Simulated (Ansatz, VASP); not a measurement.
**TiO2: VASP beside Ansatz**

```
Ti O
1.0
     4.91829    0.00000    0.00000
     0.00000    4.91829    0.00000
     0.00000    0.00000    2.78277
Ti O
2 4
Direct
  0.00000 0.00000 0.00000
  0.50000 0.50000 0.50000
  0.30510 0.30510 0.00000
  0.19490 0.80510 0.50000
  0.69490 0.69490 0.00000
  0.80510 0.19490 0.50000
```

Alike in both runs: task single point; functional PBE; k mesh 8 × 8 × 10; occupations gaussian, width 0.05 eV; no spin polarisation.

|  | VASP | Ansatz |
| --- | --- | --- |
| version | VASP 6.6.1 | Ansatz 0.2.0 |
| potentials or method | VASP PAW PBE potentials, release 64 (Ti_sv, O) | scalar-relativistic, plane waves, PAW |
| plane-wave cutoff (eV) | 520 | 520 |
| valence electrons in the cell | 48 | 48 |

|  | VASP | Ansatz | Ansatz less VASP |
| --- | --- | --- | --- |
| gap on the k mesh at the Fermi level (eV) | 1.82 | 1.84 | +0.017 |
| least direct gap on the mesh (eV) | 1.85 | 1.86 | +0.009 |
| pressure (GPa) | -3.9 | -4.5 | -0.58 |
| largest component of the traceless stress (GPa) | 20.38 | 20.08 | -0.301 |
| rms of the force components (eV/Å) | 0.191 | 0.220 | +0.0284 |

Atom by atom the forces differ by 0.028 eV/Å (rms over components). With one functional, cell and mesh, what is left measures potentials, basis and numerics.

A k mesh can miss the band edges.
